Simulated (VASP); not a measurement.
# C in VASP: further runs

One slab, C, is run at these levels: LDA; tasks: single point.

Program: VASP 6.6.1. These are calculated values, not measurements. Logs are shortened: lines on timing, memory, paths and dates and some standing lists are left out, and cuts for length are marked.

### Step 1. The slab as given

The cell holds a slab with vacuum, 2 atoms: a = 2.445 Å, b = 2.445 Å, c = 28.000 Å, α = 90.00°, β = 90.00°, γ = 120.00°.

The cell was built by a generator and needn't be a form met in nature.

### Step 2. Single point, LDA

Input file INCAR:

```
PREC = Accurate ; ENCUT = 520
EDIFF = 1E-6 ; ISMEAR = 0
SIGMA = 0.1 ; LREAL = F
LASPH = T ; NELM = 80
ALGO = Normal ; ISIF = 2
LWAVE = F ; LCHARG = T
LDIPOL = T ; IDIPOL = 3
DIPOL = 0.5 0.5 0.500 ; GGA = CA
LELF = T ; LVHAR = T
LVACPOTAV = T ; NBANDS = 11
```

Input file KPOINTS:

```
Automatic mesh
0
Gamma
  21 21 1
```

Input file POSCAR:

```
C
1.0
    2.4447096923      0.0000000000      0.0000000000
   -1.2223548462      2.1171806984      0.0000000000
    0.0000000000      0.0000000000     28.0000000000
C
2
Direct
    0.3333333333      0.6666666667      0.5000000000
    0.6666666667      0.3333333333      0.5000000000
```

Potentials or basis: VASP PAW LDA potentials, release 64 (C).

Started as:

```bash
$ cat potpaw_LDA.64/C/POTCAR > POTCAR
$ mpirun -np 1 vasp_std > vasp.out
```

OUTCAR:

```text
PREC = Accurate
   ENCUT = 520
   EDIFF = 1E-6
   ISMEAR = 0
   LREAL = F
   LASPH = T
   NELM = 80
   ISIF = 2
   GGA = CA

 ion  position               nearest neighbor table
   1  0.333  0.667  0.500-   2 1.41   2 1.41   2 1.41
   2  0.667  0.333  0.500-   1 1.41   1 1.41   1 1.41

  LATTYP: Found a hexagonal cell.
 ALAT       =     2.4447096923
 C/A-ratio  =    11.4533026511

  Lattice vectors:

 A1 = (   2.4447096923,   0.0000000000,   0.0000000000)
 A2 = (  -1.2223548462,   2.1171806984,   0.0000000000)
 A3 = (   0.0000000000,   0.0000000000,  28.0000000000)

Analysis of symmetry for initial positions (statically):
=====================================================================
 Subroutine PRICEL returns:
 Original cell was already a primitive cell.

 Routine SETGRP: Setting up the symmetry group for a
 hexagonal supercell.

 Subroutine GETGRP returns: Found 24 space group operations
 (whereof 24 operations were pure point group operations)
 out of a pool of 24 trial point group operations.

The static configuration has the point symmetry D_6h.

Analysis of symmetry for dynamics (positions and initial velocities):
=====================================================================
 Subroutine PRICEL returns:
 Original cell was already a primitive cell.

 Routine SETGRP: Setting up the symmetry group for a
 hexagonal supercell.

 Subroutine GETGRP returns: Found 24 space group operations
 (whereof 24 operations were pure point group operations)
 out of a pool of 24 trial point group operations.

The dynamic configuration has the point symmetry D_6h.

 Subroutine INISYM returns: Found 24 space group operations
 (whereof 24 operations are pure point group operations),
 and found     1 'primitive' translations

----------------------------------------------------------------------------------------

                                     Primitive cell

  volume of cell :     144.9250

  direct lattice vectors                    reciprocal lattice vectors
     2.444709692  0.000000000  0.000000000     0.409046523  0.236163120  0.000000000
    -1.222354846  2.117180698  0.000000000     0.000000000  0.472326241  0.000000000
     0.000000000  0.000000000 28.000000000     0.000000000  0.000000000  0.035714286

  length of vectors
     2.444709692  2.444709692 28.000000000     0.472326241  0.472326241  0.035714286

  position of ions in fractional coordinates (direct lattice)
     0.333333333  0.666666667  0.500000000
     0.666666667  0.333333333  0.500000000

  ion indices of the primitive-cell ions
   primitive index   ion index
                 1           1
                 2           2

----------------------------------------------------------------------------------------

 KPOINTS: Automatic mesh

Automatic generation of k-mesh.
 Grid dimensions read from file:
 generate k-points for:   21   21    1

 Generating k-lattice:

  Cartesian coordinates                     Fractional coordinates (reciprocal lattice)
     0.019478406  0.011245863  0.000000000     0.047619048  0.000000000  0.000000000
     0.000000000  0.022491726  0.000000000     0.000000000  0.047619048  0.000000000
     0.000000000  0.000000000  0.035714286     0.000000000  0.000000000  1.000000000

  Length of vectors
     0.022491726  0.022491726  0.035714286

  Shift w.r.t. Gamma in fractional coordinates (k-lattice)
     0.000000000  0.000000000  0.000000000

 Subroutine IBZKPT returns following result:
 ===========================================

 Found     48 irreducible k-points:

 Following reciprocal coordinates:
            Coordinates               Weight
  0.000000  0.000000  0.000000      1.000000
  0.047619  0.000000  0.000000      6.000000
  0.095238  0.000000  0.000000      6.000000
  0.142857  0.000000  0.000000      6.000000
  0.190476  0.000000  0.000000      6.000000
  0.238095  0.000000  0.000000      6.000000
[... 16 lines left out ...]
  0.142857  0.095238  0.000000     12.000000
  0.190476  0.095238  0.000000     12.000000
 [... further k-points ...]
   k-points           NKPTS =     48   k-points in BZ     NKDIM =     48   number of bands    NBANDS=     11
   number of dos      NEDOS =    301   number of ions     NIONS =      2
   total plane-waves  NPLWV =  68040
   dimension x,y,z NGX =    18 NGY =   18 NGZ =  210
   dimension x,y,z NGXF=    36 NGYF=   36 NGZF=  420
   ions per type =               2
   NGX,Y,Z   is equivalent  to a cutoff of  12.24, 12.24, 12.47 a.u.
   NGXF,Y,Z  is equivalent  to a cutoff of  24.48, 24.48, 24.94 a.u.
 SYSTEM =  unknown system
   PREC   = accura    normal or accurate (medium, high low for compatibility)
   ISTART =      0    job   : 0-new  1-cont  2-samecut
   ICHARG =      2    charge: 1-file 2-atom 10-const
   ISPIN  =      1    spin polarized calculation?
   LNONCOLLINEAR =      F non collinear calculations
   LSORBIT =      F    spin-orbit coupling
   LASPH  =      T    aspherical Exc in radial PAW
   ENCUT  =  520.0 eV  38.22 Ry    6.18 a.u.   4.55  4.55 52.06*2*pi/ulx,y,z
   NELM   =     80;   NELMIN=  2; NELMDL= -5     # of ELM steps
   EDIFF  = 0.1E-05   stopping-criterion for ELM
   LREAL  =      F    real-space projection
   EDIFFG = 0.1E-04   stopping-criterion for IOM
   NSW    =      0    number of steps for IOM
   IBRION =     -1    ionic relax: 0-MD 1-quasi-New 2-CG
   NFREE  =      0    steps in history (QN), initial steepest desc. (CG)
   ISIF   =      2    stress and relaxation
   ISYM   =      2    0-nonsym 1-usesym 2-fastsym
   POTIM  = 0.5000    time-step for ionic-motion
   TEBEG  =    0.0;   TEEND  =   0.0 temperature during run
   PSTRESS=    0.0 pullay stress
   NELECT =       8.0000    total number of electrons
   NUPDOWN=      -1.0000    fix difference up-down
   EMIN   =  10.00;   EMAX   =-10.00  energy-range for DOS
   EFERMI =   0.00;   METHOD = LEGACY
   ISMEAR =     0;   SIGMA  =   0.10  broadening in eV -4-tet -1-fermi 0-gaus
   EFERMI_NEDOS =   21; number of points for ismear=-14 and -15
   IALGO  =     38    algorithm
   IMIX   =      4    mixing-type and parameters
     AMIX     =   0.40;   BMIX     =  1.00
     AMIX_MAG =   1.60;   BMIX_MAG =  1.00
  volume/ion in A,a.u.               =      72.46       489.00
  Fermi-wavevector in a.u.,A,eV,Ry     =   0.623338  1.177938  5.286551  0.388551
  Thomas-Fermi vector in A             =   1.683510
   LORBIT       =      0    0 simple, 1 ext, 2 COOP (PROOUT), +10 PAW based schemes
   GGA     = CA    functional components
   LHFCALC =     F    Hartree Fock is set to
   AEXX    =    0.0000 exact exchange contribution
   IVDW    =     0    specifies the selected vdW correction
   LEPSILON=     F    determine dielectric tensor
   LRPA    =     F    only Hartree local field effects (RPA)
 non-spin polarized calculation
 Gauss-broadening in eV      SIGMA  =   0.10
  energy-cutoff  :      520.00
  volume of cell :      144.92
 maximum number of plane-waves:      3972
   NGX =  9   NGY =  9   NGZ =105

 number of electron       7.9999997 magnetization

 dipolmoment           0.000000      0.000000     -0.000000 electrons x Angstroem

 Free energy of the ion-electron system (eV)
  ---------------------------------------------------
  ext. energy  EPLUGINS =         0.00000000
  ---------------------------------------------------
  free energy    TOTEN  =       -20.17555234 eV

  energy without entropy =      -20.17504060  energy(sigma->0) =      -20.17529647

 E-fermi :  -3.3697     XC(G=0):  -1.6187

 val. band max:       -3.3696654326   @ k =   0.3333   0.3333   0.0000
 cond. band min:      -3.3696654270   @ k =   0.3333   0.3333   0.0000
 fundamental gap:      0.0000000056
 Fermi energy:        -3.3696654303

 k-point     1 :       0.0000    0.0000    0.0000
  band No.  band energies     occupation
      1     -22.8760      2.00000
      2     -11.1856      2.00000
      3      -6.3977      2.00000
      4      -6.3977      2.00000
      5      -0.0414      0.00000
      6       0.8895      0.00000
      7       1.1133      0.00000
      8       1.4893      0.00000
      9       1.7444      0.00000
     10       2.4914      0.00000
     11       2.8207      0.00000

 k-point     2 :       0.0476    0.0000    0.0000
  band No.  band energies     occupation
      1     -22.8219      2.00000
      2     -11.1201      2.00000
      3      -6.6140      2.00000
      4      -6.5166      2.00000
      5       0.0320      0.00000
      6       0.9644      0.00000
      7       1.1894      0.00000
      8       1.5649      0.00000
      9       1.8201      0.00000
     10       2.5667      0.00000
     11       2.8959      0.00000

 k-point     3 :       0.0952    0.0000    0.0000
  band No.  band energies     occupation
      1     -22.6599      2.00000
      2     -10.9240      2.00000
      3      -7.2228      2.00000
      4      -6.8416      2.00000
      5       0.2522      0.00000
      6       1.1891      0.00000
      7       1.4175      0.00000
      8       1.7917      0.00000
      9       2.0470      0.00000
     10       2.7924      0.00000
     11       3.1216      0.00000
[... 267 lines left out ...]
 k-point    23 :       0.1429    0.0952    0.0000
  band No.  band energies     occupation
      1     -21.8540      2.00000
      2      -9.9561      2.00000
      3      -9.3944      2.00000
      4      -8.3456      2.00000
      5       1.3540      0.00000
      6       2.3088      0.00000
      7       2.5580      0.00000
      8       2.9245      0.00000
      9       3.1823      0.00000
     10       3.9182      0.00000
     11       4.2510      0.00000

 k-point    24 :       0.1905    0.0952    0.0000
  band No.  band energies     occupation
      1     -21.3742      2.00000
      2     -10.4876      2.00000
      3      -9.3871      2.00000
      4      -8.9271      2.00000
      5       2.0138      0.00000
      6       2.9723      0.00000
      7       3.2422      0.00000
      8       3.5988      0.00000
      9       3.8632      0.00000
     10       4.0521      0.00000
     11       4.5995      0.00000

 [... further k-points ...]

------------------------ aborting loop because EDIFF is reached ----------------------------------------

  FORCE on cell =-STRESS in cart. coord.  units (eV):
  Direction    XX          YY          ZZ          XY          YZ          ZX
  --------------------------------------------------------------------------------------
  -------------------------------------------------------------------------------------
  Total        0.1362971      0.1362971     -0.0135297     -0.0000000     -0.0000000      0.0000000
  in kB        1.5067938      1.5067938     -0.1495742     -0.0000000     -0.0000000      0.0000000
  external PRESSURE =       0.9546711 kB  Pullay stress =       0.0000000 kB

 VOLUME and BASIS-vectors are now :
 -----------------------------------------------------------------------------
  energy-cutoff  :      520.00
  volume of cell :      144.92
      direct lattice vectors                 reciprocal lattice vectors
     2.444709692  0.000000000  0.000000000     0.409046523  0.236163120  0.000000000
    -1.222354846  2.117180698  0.000000000     0.000000000  0.472326241  0.000000000
     0.000000000  0.000000000 28.000000000     0.000000000  0.000000000  0.035714286

 POSITION                                       TOTAL-FORCE (eV/Angst)
 -----------------------------------------------------------------------------------
     -0.00000      1.41145     14.00000         0.000000     -0.000000      0.000000
      1.22235      0.70573     14.00000        -0.000000      0.000000      0.000000
 -----------------------------------------------------------------------------------
    total drift:                                0.000000     -0.000000      0.000000

  FREE ENERGIE OF THE ION-ELECTRON SYSTEM (eV)
  ---------------------------------------------------
  free  energy   TOTEN  =       -20.1755523386 eV

  energy  without entropy=      -20.1750406021  energy(sigma->0) =      -20.17529647

 vacuum level on the upper side and lower side of the slab         1.109         1.109
```

It took 1.7 min on 1 thread of Intel Xeon Platinum 8488C (Sapphire Rapids), shared host; peak memory 0.22 GiB.

What came out:

* Free energy: -20.1756 eV
* Band gap on the k mesh: none (metal or under the smearing width)
* Work function of the upper face: 4.48 eV
* Work function of the lower face: 4.48 eV

Levels at points of the mesh, in eV from the Fermi level:
| k point | band 1 | band 2 | band 3 | band 4 | band 5 | band 6 | band 7 | band 8 | band 9 |
| --- | --- | --- | --- | --- | --- | --- | --- | --- | --- |
| (0.00, 0.00, 0.00) | -19.51 | -7.82 | -3.03 | -3.03 | 3.33 | 4.26 | 4.48 | 4.86 | 5.11 |

### Step 3. Single point, LDA

Input file INCAR:

```
SYSTEM = C
PREC     = Accurate       ! precision mode
ENCUT    = 520            ! plane-wave cutoff, eV
EDIFF    = 1E-6           ! SCF threshold, eV
ISMEAR   = 0              ! smearing method
SIGMA    = 0.1            ! smearing width, eV
LREAL    = .FALSE.        ! projectors in reciprocal space
LASPH    = .TRUE.         ! aspherical terms in the spheres
NELM     = 80             ! most SCF steps
ALGO     = Normal         ! electronic algorithm
ISIF     = 2              ! what is computed and relaxed
LWAVE    = .FALSE.        ! write WAVECAR
LCHARG   = .FALSE.        ! write CHGCAR
LDIPOL   = .TRUE.       
IDIPOL   = 3            
DIPOL    = 0.5 0.5 0.500
GGA      = CA             ! functional
NBANDS   = 11             ! bands
```

Input file KPOINTS:

```
regular mesh
0
G
  21 21 1
  0 0 0
```

Input file POSCAR:

```
C
1.0
    2.4450622774      0.0000000000      0.0000000000
   -1.2225311387      2.1174860461      0.0000000000
    0.0000000000      0.0000000000     28.0000000000
C
2
Direct
    0.3333333333      0.6666666667      0.4999998661
    0.6666666667      0.3333333333      0.5000001339
```

Potentials or basis: VASP PAW LDA potentials, release 64 (C).

Started as:

```bash
$ cat potpaw_LDA.64/C/POTCAR > POTCAR
$ mpirun -np 1 vasp_std > vasp.out
```

Wall time 1.9 min (1 thread of Intel Xeon Platinum 8488C (Sapphire Rapids), shared host); peak memory 0.22 GiB.

The run converged. Its results:

* Free energy: -20.1756 eV
* Band gap on the k mesh: none (metal or under the smearing width)

Levels at points of the mesh, in eV from the Fermi level:
| k point | band 1 | band 2 | band 3 | band 4 | band 5 | band 6 | band 7 | band 8 |
| --- | --- | --- | --- | --- | --- | --- | --- | --- |
| (0.00, 0.00, 0.00) | -19.50 | -7.81 | -3.03 | -3.03 | 3.33 | 4.26 | 4.48 | 4.86 |
